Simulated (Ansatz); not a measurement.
# ZrO2: the cost of one run

Computed with Ansatz 0.2.0 (DFT PBEsol, scalar-relativistic, plane waves, PAW, unless a step's input says otherwise).

The COD entry's cell or inner coordinates are ideal or old and differ from later refinements, so a difference from it is no clean test against experiment.

2 further runs of the same task are left out: 2 set aside as unsound or not needed.

## Step 1: The structure to begin with

The structure is cubic, space group Fm-3m (No. 225). The conventional cell has a = 5.064 Å, b = 5.064 Å, c = 5.064 Å, α = 90.00°, β = 90.00°, γ = 90.00°. Around Zr (site symmetry m-3m) lie 8 O at 2.19 Å. O (site symmetry -43m) has 4 Zr at 2.19 Å as nearest neighbours.

As a file:

```xyz
3
Lattice="0.0000 2.5320 2.5320 2.5320 0.0000 2.5320 2.5320 2.5320 0.0000" Properties=species:S:1:pos:R:3 pbc="T T T"
Zr    0.0000    0.0000    0.0000
O     1.2660    1.2660    1.2660
O     3.7980    3.7980    3.7980
```

It is the result of an earlier relaxation at this level (volume 10.82 Å³/atom; gap on the mesh: 3.33 eV).

## Step 2: Relaxing at 50 GPa

At a set pressure the run lowers the enthalpy E + PV, so the energy alone may rise along the way.

The input, input.yaml:

```yaml
crystal:
  lattice:
    - [0.0, 2.5320190116, 2.5320190116]
    - [2.5320190116, 0.0, 2.5320190116]
    - [2.5320190116, 2.5320190116, 0.0]
  atoms:
    - { symbol: Zr, position: [0.0, 0.0, 0.0] }
    - { symbol: O, position: [0.25, 0.25, 0.25] }
    - { symbol: O, position: [0.75, 0.75, 0.75] }
basis:
  ecutwfc: 420
kpoints:
  mp_grid: { grid: [8, 8, 8] }
hamiltonian:
  xc: pbesol
scf:
  occupations: { method: fixed }
output:
  forces: true
  stress: true
  eigenvalues: true
relax:
  adjacent_minimum: "off"
  f_tol: 0.001
  max_steps: 60
  cell: { stress_tol: 0.02, p_target: 50.0 }
```

Started as:

```bash
> ansatz run input.yaml --threads 1 --pin off --max-ram 3072MiB --backend cpu --events-out ev --progress --plain --runs-dir out
```

**Question.** How long does this run take on 1 thread of Arm Neoverse V1, shared host, and how much memory does it need?

About 7.8 s, with a peak of 0.29 GiB.
